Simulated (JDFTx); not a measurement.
Crystal: MnO.

```
Mn O
1.0
     0.00000    2.22391    2.22391
     2.22391    0.00000    2.22391
     2.22391    2.22391    0.00000
Mn O
1 1
Direct
  0.00000 0.00000 0.00000
  0.50000 0.50000 0.50000
```

The cell is a database's computed one.

| Property | Result |
| --- | --- |
| Program | JDFTx 1.7.0 (patched build) |
| Task | single point |
| Functional | PBEsol |
| Potentials or basis | PseudoDojo-SR-PBEsol-0.4.1-standard with smoothed tails |
| Cutoff | 1306 eV |
| Density cutoff | 10449 eV |
| k mesh | 10 × 10 × 10 |
| Occupations | fermi-dirac, width 0.05 eV |
| Spin | collinear spin, ferromagnetic start |
| Starting moments | [4.0, 0.0] μB |

On this cell: pressure -6.8 GPa; largest force zero by symmetry; net moment 4.80 μB per cell; site moments Mn +4.52; O +0.27 μB; band gap on the k mesh none (metal or under the smearing width).

The same run follows on a disturbed copy (atoms moved at random, drawn with an rms of 0.05 Å):

```
Mn O
1.0
     0.00000    2.22391    2.22391
     2.22391    0.00000    2.22391
     2.22391    2.22391    0.00000
Mn O
1 1
Cartesian
  0.0214 0.0100 -0.0449
  2.2306 2.2150 2.2615
```

Task: What changes?

Result: The energy (extrapolated to zero smearing) moves by +5.7 meV/atom; pressure -6.2 GPa; largest force 0.272 eV/Å; net moment 4.80 μB per cell; site moments Mn +4.52; O +0.27 μB; band gap on the k mesh none (metal or under the smearing width).

Forces in eV/Å, atoms in the order of the input:
```
Mn  -0.043 -0.055  0.263
O    0.042  0.054 -0.263
```

Stress tensor (GPa, compression positive):
```
-6.59 -0.01  0.05
-0.01 -6.57  0.06
 0.05  0.06 -5.49
```

Caveats: a cell with one magnetic atom can't hold antiferromagnetic order, which such compounds often take; semilocal functionals often make such compounds metallic where correlation or magnetic order opens a gap, which also shifts bond lengths; the empty levels aren't tightly converged (some runs).
